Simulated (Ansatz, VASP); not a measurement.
**Two plane-wave programs on Pd**

The input INCAR:

```
SYSTEM = Pd
PREC = Accurate
ENCUT = 520
EDIFF = 1E-6
ISMEAR = 1
SIGMA = 0.1
LREAL = .False.
LASPH = .True.
NELM = 100
ALGO = Normal
ISIF = 2
LWAVE = .False.
LCHARG = .True.
GGA = PS
IVDW = 12
LELF = .True.
LVHAR = .True.
NBANDS = 11
```

File KPOINTS:

```
Automatic mesh
0
Gamma
  12 12 12
  0 0 0
```

File POSCAR:

```
Pd
1.0
    0.0000000000      1.9465000000      1.9465000000
    1.9465000000      0.0000000000      1.9465000000
    1.9465000000      1.9465000000      0.0000000000
Pd
1
Direct
    0.0000000000      0.0000000000      0.0000000000
```

The input input.yaml:

```yaml
crystal:
  lattice:
    - [0.0, 1.9465, 1.9465]
    - [1.9465, 0.0, 1.9465]
    - [1.9465, 1.9465, 0.0]
  atoms:
    - { symbol: Pd, position: [0.0, 0.0, 0.0] }
hamiltonian:
  xc: pbesol
  pseudopotentials: { kind: paw }
  dispersion: d3bj
kpoints:
  mp_grid: { grid: [12, 12, 12] }
  band_path:
    path:
      - [[0.0, 0.0, 0.0], [0.5, 0.0, 0.5], [0.5, 0.25, 0.75], [0.375, 0.375, 0.75], [0.0, 0.0, 0.0], [0.5, 0.5, 0.5], [0.625, 0.25, 0.625], [0.5, 0.25, 0.75], [0.5, 0.5, 0.5], [0.375, 0.375, 0.75]]
      - [[0.625, 0.25, 0.625], [0.5, 0.0, 0.5]]
    npoints: 14
scf:
  occupations: { method: methfessel_paxton, width: 0.1 }
  n_extra_bands: 6
output:
  forces: true
  stress: true
  eigenvalues: true
  fatbands: false
```

Alike in both runs: functional PBEsol; dispersion D3(BJ); k mesh 12 × 12 × 12; occupations methfessel-paxton of order 1, width 0.1 eV; no spin polarisation.

|  | VASP | Ansatz |
| --- | --- | --- |
| version | VASP 6.6.1 | Ansatz 0.2.0 |
| potentials or method | VASP PAW PBE potentials, release 64 (Pd) | Ansatz PAW |
| plane-wave cutoff (eV) | 520 | 420 |
| valence electrons in the cell | 10 | 18 |
| task | single point | band structure |

VASP gave:

```
gap on the k mesh at the Fermi level (eV) : none
pressure (GPa)                            : -10.3
dispersion energy (meV/atom)              : -621.8
```

Task: What did Ansatz give for the same quantities?

Result: gap on the k mesh at the Fermi level (eV): none; pressure (GPa): -9.9; dispersion energy (meV/atom): -621.9.

A gap of «none» marks a metal or a gap that the smearing closes. The two sets of potentials don't hold the same shells in valence.

Caveats: pairwise dispersion overbinds metals, which lowers pressure and volume; the PAW data sets were made with another functional, which shifts forces and pressure a little (VASP); the PAW data sets come from PBE, with cores solved anew for the run's functional, which leaves a small shift of forces and pressure (Ansatz).
